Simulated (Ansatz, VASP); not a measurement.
# PbSe in VASP and in Ansatz

File INCAR:

```
SYSTEM = PbSe
PREC = Accurate
ENCUT = 520
EDIFF = 1E-7
ISMEAR = 0
SIGMA = 0.02
LREAL = .FALSE.
LASPH = .TRUE.
NELM = 100
ALGO = Normal
ISIF = 2
LWAVE = .FALSE.
LCHARG = .TRUE.
GGA = PE
LELF = .TRUE.
LVHAR = .TRUE.
NBANDS = 28
```

File KPOINTS:

```
regular mesh
0
G
  8 8 6
  0 0 0
```

File POSCAR:

```
PbSe
1.0
    2.1355042495     -6.0485014634      0.0430975318
    2.1355042495      6.0485014634      0.0430975318
    0.0890098714      0.0000000000      4.5001610782
Pb Se
2 2
Direct
    0.6287783120      0.3712216880      0.7500000000
    0.3663980132      0.6336019868      0.2500000000
    0.8636782861      0.1363217139      0.7500000000
    0.1411453887      0.8588546113      0.2500000000
```

Input for Ansatz:

```yaml
crystal:
  lattice:
    - [2.1355042495, -6.0485014634, 0.0430975318]
    - [2.1355042495, 6.0485014634, 0.0430975318]
    - [0.0890098714, 0.0, 4.5001610782]
  atoms:
    - { symbol: Pb, position: [0.628778312, 0.371221688, 0.75] }
    - { symbol: Pb, position: [0.3663980132, 0.6336019868, 0.25] }
    - { symbol: Se, position: [0.8636782861, 0.1363217139, 0.75] }
    - { symbol: Se, position: [0.1411453887, 0.8588546113, 0.25] }
basis:
  ecutwfc: 420
kpoints:
  mp_grid: { grid: [8, 8, 6] }
hamiltonian:
  xc: pbe
scf:
  occupations: { method: gaussian, width: 0.02 }
output:
  forces: true
  stress: true
  eigenvalues: true
```

Alike in both runs: task single point; functional PBE; k mesh 8 × 8 × 6; occupations gaussian, width 0.02 eV; no spin polarisation.

```csv
,VASP,Ansatz
version,VASP 6.6.1,Ansatz 0.2.0
potentials or method,"VASP PAW PBE potentials, release 64 (Pb_d, Se)","scalar-relativistic, plane waves, PAW"
plane-wave cutoff (eV),520,420
valence electrons in the cell,40,60
```

Ansatz gave:

- gap on the k mesh at the Fermi level (eV): 0.98
- least direct gap on the mesh (eV): 1.12
- pressure (GPa): 1.7
- largest component of the traceless stress (GPa): 2.15
- rms of the force components (eV/Å): 0.218

Question: Estimate VASP's values.

Answer: gap on the k mesh at the Fermi level (eV): 0.98; least direct gap on the mesh (eV): 1.12; pressure (GPa): 1.8; largest component of the traceless stress (GPa): 2.16; rms of the force components (eV/Å): 0.222.

Atom by atom the forces differ by 0.005 eV/Å (rms over components). With one functional, cell and mesh, what is left measures potentials, basis and numerics. The two sets of potentials don't hold the same shells in valence.

Caveats: spin-orbit coupling is left out, which as a rule narrows the gap of such compounds by several tenths of an eV. A k mesh can miss the band edges.
